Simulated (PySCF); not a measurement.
# CdSe (Cadmoselite) (P6_3mc) in PySCF: density of states with PBEsol

Aim: the density of states of CdSe (Cadmoselite) with PBEsol.

All numbers are computed with PySCF 2.14.0; they aren't measurements. Logs are shortened: lines on timing, memory, paths and dates and some standing lists are left out, and cuts for length are marked.

**What was measured.**

From a printed reference work, data compilation, for a bulk crystal of CdSe at 2 K: band gap 1.841 eV.

How close the calculation comes is told below.

## 1. Starting point

It takes space group P6_3mc (No. 186, hexagonal). The conventional cell has a = 4.300 Å, b = 4.300 Å, c = 7.020 Å, α = 90.00°, β = 90.00°, γ = 120.00°. Around Cd (site symmetry 3m) lie 4 Se at 2.61 to 2.70 Å. Around Se (site symmetry 3m) lie 4 Cd at 2.61 to 2.70 Å.

## 2. Density of states, PBEsol

The input, run.py:

```python
import json
import numpy as np
from pyscf.pbc import gto, scf, dft, df

cell = gto.Cell()
cell.a = '''
  4.3000000000    0.0000000000    0.0000000000
 -2.1500000000    3.7239092363    0.0000000000
  0.0000000000    0.0000000000    7.0200000000'''
cell.atom = '''
Cd   2.1500000002    1.2413030786    3.5100000000
Cd  -0.0000000002    2.4826061577    0.0000000000
Se   2.1500000002    1.2413030786    6.2127000000
Se  -0.0000000002    2.4826061577    2.7027000000'''
cell.unit = 'A'
cell.basis = {'Cd': 'DZVP-MOLOPT-SR-GTH-q12', 'Se': 'DZVP-MOLOPT-SR-GTH-q6'}
cell.pseudo = {'Cd': 'GTH-PBE-q12', 'Se': 'GTH-PBE-q6'}
cell.ke_cutoff = 78  # hartree
cell.exp_to_discard = 0.02
cell.precision = 1e-08
cell.space_group_symmetry = True
cell.symmorphic = False
cell.max_memory = 5880  # MB
cell.verbose = 4
cell.build()

res = {}
kpts = cell.make_kpts([7, 7, 4], space_group_symmetry=True, time_reversal_symmetry=True)
cell.space_group_symmetry = False  # the mesh holds the operations; no search on the supercells of the integral code
mf = dft.KRKS(cell, kpts, xc='pbesol')
mf = mf.multigrid_numint()
mf = mf.smearing(sigma=0.00183747, method='fermi')  # hartree
mf.conv_tol = 1e-07
mf.max_cycle = 60

mf.kernel()
res.update(converged=bool(mf.converged), e_tot=mf.e_tot, nelec=cell.nelectron, nao=cell.nao, mesh=list(map(int, cell.mesh)), a=cell.lattice_vectors().tolist(), coords=cell.atom_coords().tolist(),
           mo_energy=[np.real(x).tolist() for x in mf.mo_energy], mo_occ=[np.real(x).tolist() for x in mf.mo_occ])
res.update(e_free=mf.e_free, e_zero=mf.e_zero)
res.update(kpts=kpts.kpts_scaled_ibz.tolist(), weights=kpts.weights_ibz.tolist())
res['parts'] = {k: float(np.real(v)) for k, v in mf.scf_summary.items() if np.isscalar(v)}
json.dump(res, open('results.json', 'w'))
if not mf.converged:
    raise SystemExit('SCF not converged')

print('levels (eV)')
for i, kp in enumerate(res['kpts'][:40]):
    print('k %7.4f %7.4f %7.4f  ' % tuple(kp), ' '.join('%.3f' % (x * 27.211386) for x in res['mo_energy'][i][:23]))

mf = mf.to_khf()  # unfold to the whole mesh
kpts = mf.kpts
# Mulliken populations
dm, s = np.asarray(mf.make_rdm1()), np.asarray(mf.get_ovlp())
sites = cell.aoslice_by_atom()[:, 2:]
tot = np.einsum('kij,kji->i', dm, s).real / len(kpts)
res['mulliken'] = [cell.atom_charge(i) - tot[a0:a1].sum() for i, (a0, a1) in enumerate(sites)]
print('Mulliken charges', np.round(res['mulliken'], 5))

# density of states, Gaussians of 0.15 eV
e = np.asarray(mf.mo_energy).real.reshape(1, -1) * 27.211386
ef = mf.get_fermi()
ef = np.max(ef) * 27.211386
x = np.arange(-15, 10.01, 0.1) + round(ef, 1)
dos = np.exp(-((x[:, None, None] - e) / 0.15) ** 2 / 2).sum(-1).T / (0.15 * np.sqrt(2 * np.pi) * len(kpts)) * 2
res.update(dos_e=x.tolist(), dos=dos.tolist())
for a, b in zip(x[::5], dos.T[::5]):
    print('%8.2f' % a, ' '.join('%9.4f' % y for y in b))

# density on a uniform mesh
grids = dft.gen_grid.UniformGrids(cell)
grids.mesh = [23, 23, 37]
grids.build()
ni = dft.numint.KNumInt()
rho = [ni.get_rho(cell, x, grids, kpts) for x in [dm]]
np.save('rho.npy', np.reshape(rho, (-1, *grids.mesh)))
res['done'] = True
json.dump(res, open('results.json', 'w'))
```

Potentials or basis: DZVP-MOLOPT-SR/GTH-PBE (potentials made for PBE).

On the command line:

```sh
$ OMP_NUM_THREADS=4 python -u run.py > log
```

The log of the run:

```text
Discarded 0 diffused primitive functions, 0 contracted functions

PySCF version 2.14.0

[INPUT] verbose = 4
[INPUT] num. atoms = 4
[INPUT] num. electrons = 36
[INPUT] charge = 0
[INPUT] spin (= nelec alpha-beta = 2S) = 0
[INPUT] symmetry False subgroup None
[INPUT] Mole.unit = A
[INPUT] Symbol           X                Y                Z      unit          X                Y                Z       unit  Magmom
[INPUT]  1 Cd     2.150000000200   1.241303078600   3.510000000000 AA    4.062911168193   2.345722856133   6.632938697223 Bohr   0.0
[INPUT]  2 Cd    -0.000000000200   2.482606157700   0.000000000000 AA   -0.000000000378   4.691445713212   0.000000000000 Bohr   0.0
[INPUT]  3 Se     2.150000000200   1.241303078600   6.212700000000 AA    4.062911168193   2.345722856133  11.740301494085 Bohr   0.0
[INPUT]  4 Se    -0.000000000200   2.482606157700   2.702700000000 AA   -0.000000000378   4.691445713212   5.107362796862 Bohr   0.0

nuclear repulsion = -81.7469325300326
number of shells = 14
number of NR pGTOs = 232
number of NR cGTOs = 76
basis = {'Cd': 'DZVP-MOLOPT-SR-GTH-q12', 'Se': 'DZVP-MOLOPT-SR-GTH-q6'}
ecp = {}
lattice vectors  a1 [8.125822336, 0.000000000, 0.000000000]
                 a2 [-4.062911168, 7.037168569, 0.000000000]
                 a3 [0.000000000, 0.000000000, 13.265877394]
dimension = 3
low_dim_ft_type = None
Cell volume = 758.58
exp_to_discard = 0.02
rcut = 30.34398964423145 (nimgs = [5 5 3])
precision = 1e-08
pseudo = {'Cd': 'GTH-PBE-q12', 'Se': 'GTH-PBE-q6'}
ke_cutoff = 78
    = [35 35 56] mesh (68600 PWs)
[Cell] Point group symbol:  6mm
time reversal: True
k-points in IBZ                         weights
  0:  0.000000,  0.000000,  0.000000    0/196
  1:  0.000000,  0.000000,  0.500000    0/196
  2:  0.000000,  0.000000,  0.750000    1/196
  3:  0.571429,  0.428571,  0.000000    6/196
  4:  0.571429,  0.428571,  0.500000    6/196
  5:  0.571429,  0.428571,  0.750000    12/196
[... 16 lines left out ...]
 22:  0.857143,  0.857143,  0.500000    6/196
 23:  0.857143,  0.857143,  0.750000    12/196

******** <class 'pyscf.pbc.scf.smearing.SmearingKsymAdaptedKRKS'> ********
method = SmearingKsymAdaptedKRKS
initial guess = minao
damping factor = 0
level_shift factor = 0
DIIS = <class 'pyscf.scf.diis.CDIIS'>
diis_start_cycle = 1
diis_space = 8
diis_damp = 0
SCF conv_tol = 1e-07
SCF conv_tol_grad = None
SCF max_cycles = 60
direct_scf = True
direct_scf_tol = 1e-13

******** PBC SCF flags ********
N kpts (BZ) = 196
N kpts (IBZ) = 24
Exchange divergence treatment (exxdiv) = ewald
    madelung (= occupied orbital energy shift) = 0.05399886294467986
    Total energy shift due to Ewald probe charge = -1/2 * Nelec*madelung = -0.971979533004
DF object = <pyscf.pbc.df.fft.FFTDF object>
XC functionals = pbesol
small_rho_cutoff = 0
Uniform grid, mesh = [35 35 56]
Set gradient conv threshold to 0.000316228
nelec by numeric integration = 36.00000000000029
init E= -110.942517951404
    sigma = 0.00183747  Optimized mu = 0.212286577075  entropy = 0.000463037751077
nelec by numeric integration = 35.999999999782624
    Total E(T) = -110.849770082747  Free energy = -110.849770933565  E0 = -110.849770508156
cycle= 1 E= -110.849770082747  delta_E= 0.0927  |g|= 0.839  |ddm|= 16.1
    sigma = 0.00183747  Optimized mu = 0.210661951793  entropy = 0.00617199176083
nelec by numeric integration = 35.99999999967947
    Total E(T) = -110.847206520948  Free energy = -110.847217861798  E0 = -110.847212191373
cycle= 2 E= -110.847206520948  delta_E= 0.00256  |g|= 0.912  |ddm|= 6.14
    sigma = 0.00183747  Optimized mu = 0.205960950956  entropy = 0.000767961567901
nelec by numeric integration = 35.99999999971325
    Total E(T) = -110.863991067601  Free energy = -110.863992478707  E0 = -110.863991773154
cycle= 3 E= -110.863991067601  delta_E= -0.0168  |g|= 0.0824  |ddm|= 3.21
    sigma = 0.00183747  Optimized mu = 0.207962673696  entropy = 0.00112014722195
nelec by numeric integration = 35.99999999972123
    Total E(T) = -110.864180029529  Free energy = -110.864182087766  E0 = -110.864181058648
cycle= 4 E= -110.864180029529  delta_E= -0.000189  |g|= 0.00568  |ddm|= 0.308
    sigma = 0.00183747  Optimized mu = 0.207928083861  entropy = 0.00109425759576
nelec by numeric integration = 35.99999999972117
    Total E(T) = -110.864180788599  Free energy = -110.864182799264  E0 = -110.864181793931
cycle= 5 E= -110.864180788599  delta_E= -7.59e-07  |g|= 0.000387  |ddm|= 0.0156
    sigma = 0.00183747  Optimized mu = 0.207927784498  entropy = 0.00109436922515
nelec by numeric integration = 35.99999999972117
    Total E(T) = -110.864180792071  Free energy = -110.864182802942  E0 = -110.864181797506
cycle= 6 E= -110.864180792071  delta_E= -3.47e-09  |g|= 0.000119  |ddm|= 0.00142
    sigma = 0.00183747  Optimized mu = 0.207928593046  entropy = 0.00109499786447
nelec by numeric integration = 35.999999999721155
    Total E(T) = -110.864180790967  Free energy = -110.864182802993  E0 = -110.86418179698
Extra cycle  E= -110.864180790967  delta_E= 1.1e-09  |g|= 0.000116  |ddm|= 0.000602
converged SCF energy = -110.864180790967
levels (eV)
k  0.0000  0.0000  0.0000   -7.275 -6.899 -2.541 -2.541 -2.487 -2.487 -2.459 -2.156 -2.155 -2.084 -2.083 -1.800 0.984 4.593 4.594 5.346 5.347 5.347 5.900 7.366 11.134 11.134 11.441
k  0.0000  0.0000  0.5000   -7.087 -7.087 -2.518 -2.518 -2.518 -2.518 -2.268 -2.268 -2.116 -2.116 -2.116 -2.116 2.698 2.698 4.955 4.955 4.955 4.955 7.603 7.603 11.173 11.173 11.553
k  0.0000  0.0000  0.7500   -7.220 -6.954 -2.535 -2.535 -2.497 -2.497 -2.418 -2.143 -2.143 -2.092 -2.092 -1.990 1.509 4.116 4.696 4.696 5.229 5.229 6.996 7.475 11.038 11.228 11.229
k  0.5714  0.4286  0.0000   -6.914 -6.769 -2.420 -2.414 -2.311 -2.254 -2.213 -2.198 -2.126 -2.061 -1.967 -1.692 1.070 1.673 2.617 3.459 4.172 4.517 8.515 8.590 10.132 11.496 11.965
k  0.5714  0.4286  0.5000   -6.834 -6.834 -2.381 -2.381 -2.362 -2.362 -2.180 -2.180 -2.101 -2.101 -1.852 -1.852 1.121 1.121 3.949 3.949 3.983 3.983 8.281 8.281 10.124 10.124 13.087
k  0.5714  0.4286  0.7500   -6.890 -6.786 -2.410 -2.403 -2.324 -2.312 -2.204 -2.173 -2.120 -2.075 -1.937 -1.745 1.010 1.455 3.101 3.597 4.319 4.340 8.083 8.672 10.432 10.598 12.378
[... 16 lines left out ...]
k  0.8571  0.8571  0.5000   -6.958 -6.958 -2.442 -2.442 -2.415 -2.415 -2.251 -2.251 -2.116 -2.116 -2.039 -2.039 2.168 2.168 3.987 3.987 4.240 4.240 9.016 9.016 10.191 10.191 11.706
k  0.8571  0.8571  0.7500   -7.060 -6.860 -2.464 -2.441 -2.403 -2.397 -2.329 -2.173 -2.146 -2.136 -2.083 -1.849 1.587 2.736 3.231 3.909 4.581 4.752 8.250 9.257 10.462 10.659 11.416
Mulliken charges [ 0.35781  0.35781 -0.35781 -0.35781]
   -9.70    0.0000
   -9.20    0.0000
   -8.70    0.0000
   -8.20    0.0000
   -7.70    0.0023
   -7.20    2.1364
[... 43 lines left out ...]
   14.80    1.7344
   15.30    2.9676
```

Wall time 12 min (4 threads of Intel Xeon at 2.50GHz (Skylake/Cascade Lake), shared host); peak memory 3.3 GiB.

What came out:

| Quantity | Value |
| --- | --- |
| Free energy | -3016.7681 eV |
| Band gap on the k mesh | 0.55 eV, direct |
| Mulliken charges | Cd +0.36; Se -0.36 e |

States per cell in windows of 1 eV (zero at the valence-band top; states under -8 eV left out):
```csv
from (eV),total
-8.0,19.01
-7.0,0.55
-6.0,0.00
-5.0,1.55
-4.0,1.85
-3.0,2.29
-2.0,4.14
-1.0,2.13
0.0,0.05
1.0,0.09
2.0,0.90
3.0,2.21
4.0,1.74
5.0,2.81
6.0,3.44
7.0,2.80
```

Caveat: Mulliken charges move with the basis; the basis of atomic orbitals isn't converged, which shifts pressures, moduli and gaps.

## 3. Against experiment

Step 2. Against the measured gap of CdSe, 1.841 eV (2 K; a printed reference work, data compilation), the calculated 0.55 eV is off by -1.29 eV. So large a miss can be the level of theory's own, or it may mean another phase, state or a wrong row. Spin-orbit coupling on Cd, Se is left out. The value is that of PBEsol in an atomic basis (DZVP-MOLOPT-SR/GTH-PBE (potentials made for PBE)), whose error adds to the functional's,, without temperature or zero-point motion. Semilocal functionals fall short of measured gaps as a rule.
